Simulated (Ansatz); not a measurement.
The system is CuO.

```
Cu O
1.0
     2.34185   -1.71130    0.00000
    -1.49182   -1.71130   -5.05787
     2.34185    5.13390    0.00000
Cu O
4 4
Direct
  0.32133 0.95658 0.29054
  0.67867 0.04342 0.70946
  0.32256 0.52186 0.68365
  0.67744 0.47814 0.31635
  0.41767 0.70732 0.00990
  0.41393 0.79268 0.65850
  0.22494 0.34817 0.07342
  0.94346 0.15183 0.25818
```

Base run:

* Program: Ansatz 0.2.0
* Functional: PBE
* Potentials or basis: Ansatz PAW
* Cutoff: 350 eV
* Density cutoff: 1400 eV
* k mesh: 9 × 5 × 5
* Occupations: fermi-dirac, width 0.05 eV
* Spin: no spin polarisation

Its results: band gap on the k mesh none (metal or under the smearing width); pressure 55.9 GPa; largest force 16.277 eV/Å.

Task: After a change of settings the same cell gave: band gap on the k mesh none (metal or under the smearing width); pressure 46.9 GPa; largest force 15.618 eV/Å. Which change was it?
A. cutoff from 350 eV to 600 eV; density cutoff from 1400 eV to 2400 eV
B. functional from PBE to PBEsol; cutoff from 350 eV to 420 eV (not typed: the program's choice for these potentials)
C. cutoff from 350 eV to 420 eV (not typed: the program's choice for these potentials); k mesh from 9 × 5 × 5 to 3 × 2 × 2

Result: B.

PBEsol binds more tightly than PBE, so the same cell stands under less pressure.

Caveats: a pressure of tens of GPa on the cell as given is suspect, and the run, the potentials or the cell itself is likely at fault; the run has no spin polarisation, though such a crystal can be magnetic; semilocal functionals often make such compounds metallic where correlation or magnetic order opens a gap, which also shifts bond lengths; forces of over 1 eV/Å show positions far from the minimum, so gaps and moduli don't describe the material at rest; the pressure holds a Pulay correction of +7.9 GPa for the finite cutoff (some runs); the cutoff lies under the one recommended for these potentials (some runs); the PAW data sets come from PBE, with cores solved anew for the run's functional, which leaves a small shift of forces and pressure (some runs).
